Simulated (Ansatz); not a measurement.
**Slab of fcc Sb (100), 4 layers**

The slab is cut from the fcc crystal, which needn't be the stable phase, as relaxed on PAW files (27.50 Å³/atom), with 16 Å of vacuum and a dipole correction:

```
CELL_PARAMETERS angstrom
3.38805 0.00000 0.00000
0.00000 3.38805 0.00000
0.00000 0.00000 23.18710
ATOMIC_POSITIONS crystal
Sb 0.25000 0.25000 0.34502
Sb 0.75000 0.75000 0.44834
Sb 0.25000 0.25000 0.55166
Sb 0.75000 0.75000 0.65498
```

Level of theory: DFT with PBE, scalar-relativistic, in Ansatz 0.2.0; a Γ-centred 10×10×1 k mesh, Fermi–Dirac smearing of 0.05 eV, no spin polarisation. LAPW: all electrons, basis error target 1 meV/atom; PAW: frozen-core files, cutoff 420 eV.

The bulk energy comes from a cell in the slab's orientation on a 10×10×7 mesh. The surface energy is (E(slab) − N·E(bulk))/2A at zero smearing, the mean of both faces; thin slabs carry quantum-size effects.

Spin–orbit coupling is left out, which matters for the heavy atoms.

Q: As cut, the LAPW slab lies 0.468 eV above 4 atoms of bulk. What surface energy is that?

A: Over two faces of 11.48 Å² it is 20.4 meV/Å², and times 16.02 J/m² per eV/Å² that gives γ = 0.327 J/m².

Q: What do relaxation and the other method give, and what work function comes out?

A: 

```csv
method,γ as cut (J/m²),γ relaxed (J/m²),Φ as cut (eV),Φ relaxed (eV)
LAPW,0.327,0.242,4.31,4.15
PAW,0.327,0.242,4.31,4.15
```

Q: How do the spacings between the planes relax?

A: From the bottom face up: d12 -18.0 % of 2.396 Å, d23 +12.4 % of 2.396 Å, d34 -18.0 % of 2.396 Å.

Q: What changes if the vacuum is set to 22 Å?

A: LAPW then gives: no gap, work function 4.15 eV; PAW: no gap, work function 4.15 eV.

Q: What changes if relativity is switched off, at the same positions?

A: LAPW then gives: no gap, work function 4.24 eV.

Q: A 3d core hole is made on one atom of each kind in every 1×1 cell (PAW hole dataset, neutral cell, valence without spin). What does it cost by layer?

A: layer 1 527.46 eV, layer 2 527.63 eV. Shifts between layers mean more than the absolute values, and a whole layer of holes screens otherwise than one hole.
